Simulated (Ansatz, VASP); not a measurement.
# Two plane-wave programs on Pd

The input INCAR:

```
SYSTEM = Pd
PREC = Accurate ; ENCUT = 520
EDIFF = 1E-7 ; ISMEAR = 0
SIGMA = 0.15 ; LREAL = .False.
LASPH = .True. ; NELM = 80
ALGO = Fast ; ISIF = 2
LWAVE = .False. ; LCHARG = .True.
GGA = PE ; LELF = .True.
LVHAR = .True. ; NBANDS = 11
```

The input KPOINTS:

```
Automatic mesh
0
Gamma
  8 8 8
  0 0 0
```

The input POSCAR:

```
Pd
1.0
    0.0000000000      1.8962775000      1.8962775000
    1.8962775000      0.0000000000      1.8962775000
    1.8962775000      1.8962775000      0.0000000000
Pd
1
Direct
    0.0000000000      0.0000000000      0.0000000000
```

Input for Ansatz:

```yaml
crystal:
  lattice:
    - [0.0, 1.8962775, 1.8962775]
    - [1.8962775, 0.0, 1.8962775]
    - [1.8962775, 1.8962775, 0.0]
  atoms:
    - { symbol: Pd, position: [0.0, 0.0, 0.0] }
basis:
  ecutwfc: 420
kpoints:
  mp_grid: { grid: [8, 8, 8] }
hamiltonian:
  xc: pbe
scf:
  occupations: { method: gaussian, width: 0.15 }
output:
  forces: true
  stress: true
  eigenvalues: true
```

Change from the starting cell: strain -0.025 along x and y, -0.025 along z, atoms carried along.

Alike in both runs: task single point; functional PBE; k mesh 8 × 8 × 8; occupations gaussian, width 0.15 eV; no spin polarisation.

|  | VASP | Ansatz |
| --- | --- | --- |
| version | VASP 6.6.1 | Ansatz 0.2.0 |
| potentials or method | VASP PAW PBE potentials, release 64 (Pd) | scalar-relativistic, plane waves, PAW |
| plane-wave cutoff (eV) | 520 | 420 |
| valence electrons in the cell | 10 | 18 |

|  | VASP | Ansatz | Ansatz less VASP |
| --- | --- | --- | --- |
| gap on the k mesh at the Fermi level (eV) | none | none | - |
| pressure (GPa) | 27.6 | 28.0 | +0.44 |

A gap of «none» marks a metal or a gap that the smearing closes. The two sets of potentials don't hold the same shells in valence.

Caveats: so large a pressure means that the cell lies far from this level's equilibrium, or that cutoff or potentials fall short (VASP).
